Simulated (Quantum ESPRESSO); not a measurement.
Crystal: Os.

```
Os
1.0
     2.73410    0.00000    0.00000
    -1.36705    2.36780    0.00000
     0.00000    0.00000    4.31970
Os
2
Direct
  0.66667 0.33333 0.75000
  0.33333 0.66667 0.25000
```

Base run:

- Program: Quantum ESPRESSO 7.5
- Functional: PBE
- Potentials or basis: PseudoDojo 0.4.1 SR PBE standard
- Cutoff: 1007 eV
- Density cutoff: 4027 eV
- k mesh: 11 × 11 × 6
- Occupations: fermi-dirac, width 0.05 eV
- Spin: no spin polarisation

Its results: band gap on the k mesh none (metal or under the smearing width); pressure 8.2 GPa.

The run is repeated on the same cell with these changes: k mesh from 11 × 11 × 6 to 8 × 8 × 4. What comes out?

Band gap on the k mesh none (metal or under the smearing width); pressure 7.8 GPa.

Caveats: some runs use coarse meshes; the Wannier minimisation didn't converge (some runs).

Not every run made on this cell is shown here.
